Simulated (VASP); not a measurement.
InAs in VASP 6.6.1, relaxation

INCAR

```
NELM = 67
LCHARG = .FALSE.
NBANDS = 16
GGA = PE
ISMEAR = -1
ISIF = 3
PSTRESS = 500
ENCUT = 600
NSW = 40
EDIFFG = -5E-3
LREAL = .FALSE.
SIGMA = 0.02
LWAVE = .FALSE.
LASPH = .TRUE.
PREC = Accurate
EDIFF = 1E-7
IBRION = 2
```

KPOINTS

```
KPOINTS created by Atomic Simulation Environment
0
Gamma
6 6 6
0 0 0
```

POSCAR

```
In As
 1.0000000000000000
     0.0000000000000000    2.9721991858000001    2.9721991858000001
     2.9721991858000001    0.0000000000000000    2.9721991858000001
     2.9721991858000001    2.9721991858000001    0.0000000000000000
 In  As
   1   1
Cartesian
  0.0000000000000000  0.0000000000000000  0.0000000000000000
  1.4860995929000000  1.4860995929000000  1.4860995929000000
```

The recommended PBE PAW datasets give the neutral cell 18 valence electrons.

Command

```
mpirun -np 1 vasp_std
```

Q: Predict the outcome of this run.

A: It converged. Results: relaxed cell vector lengths 3.827, 3.827, 3.827 Å; relaxed cell volume 39.65 Å³.

OSZICAR

```
N       E                     dE             d eps       ncg     rms          rms(c)
DAV:   1     0.122392007553E+03    0.12239E+03   -0.91450E+03   512   0.136E+03
DAV:   2     0.393666241013E+00   -0.12200E+03   -0.11666E+03   576   0.320E+02
DAV:   3    -0.764604546193E+01   -0.80397E+01   -0.80080E+01   640   0.777E+01
DAV:   4    -0.784408745407E+01   -0.19804E+00   -0.19800E+00   672   0.134E+01
DAV:   5    -0.785261911756E+01   -0.85317E-02   -0.85316E-02   744   0.235E+00    0.498E+00
DAV:   6    -0.758128163305E+01    0.27134E+00   -0.37876E-01   800   0.110E+01    0.278E+00
DAV:   7    -0.755015243163E+01    0.31129E-01   -0.13130E-01   728   0.344E+00    0.742E-01
DAV:   8    -0.755105635674E+01   -0.90393E-03   -0.15895E-02   656   0.148E+00    0.241E-01
DAV:   9    -0.755164042747E+01   -0.58407E-03   -0.10651E-03   608   0.282E-01    0.140E-01
DAV:  10    -0.755183693441E+01   -0.19651E-03   -0.25417E-04   648   0.246E-01    0.767E-02
...
       N       E                     dE             d eps       ncg     rms          rms(c)
DAV:   1    -0.559710215153E+01   -0.12375E-01   -0.32793E-03   632   0.129E+00    0.924E-02
DAV:   2    -0.559696840957E+01    0.13374E-03   -0.23524E-04   640   0.428E-01    0.298E-02
DAV:   3    -0.559694403247E+01    0.24377E-04   -0.50318E-05   664   0.183E-01    0.232E-02
DAV:   4    -0.559694363659E+01    0.39588E-06   -0.39023E-06   536   0.169E-02    0.188E-02
DAV:   5    -0.559694146584E+01    0.21708E-05   -0.61038E-07   648   0.547E-03    0.903E-03
DAV:   6    -0.559694084765E+01    0.61819E-06   -0.85031E-08   432   0.341E-03    0.421E-03
DAV:   7    -0.559694052709E+01    0.32056E-06   -0.66504E-08   280   0.299E-03    0.609E-04
DAV:   8    -0.559694053530E+01   -0.82100E-08   -0.12287E-08   264   0.185E-03
  19 F= 0.67757017E+01 E0= 0.67757017E+01  d E =-.140096E-03
```

```tsv
ionic step	ΔH (meV/atom)	volume (Å³)	largest force (eV/Å)	pressure (GPa)	electronic steps
1	0.0	52.51	0.000	7.84	14
2	20889.9	15.56	0.000	1287.97	18
3	-895.5	43.72	0.000	30.25	14
4	-978.5	42.10	0.000	37.09	11
5	-1030.0	39.51	0.000	50.83	10
6	-1030.1	39.75	0.000	49.40	9
7	-1030.1	39.74	0.000	49.43	3
13	-1030.1	39.73	0.000	49.52	3
14	-1030.1	39.72	0.000	49.54	3
15	-1030.1	39.72	0.000	49.59	4
16	-1030.1	39.70	0.000	49.68	7
17	-1030.1	39.67	0.000	49.86	8
18	-1030.1	39.61	0.000	50.24	8
19	-1030.2	39.65	0.000	50.00	8
```

 The volume moved far on the plane waves of the start cell, so a restart from CONTCAR is due.

For comparison, a separate PBE relaxation on usual settings, not on those above, ends at 59.32 Å³.
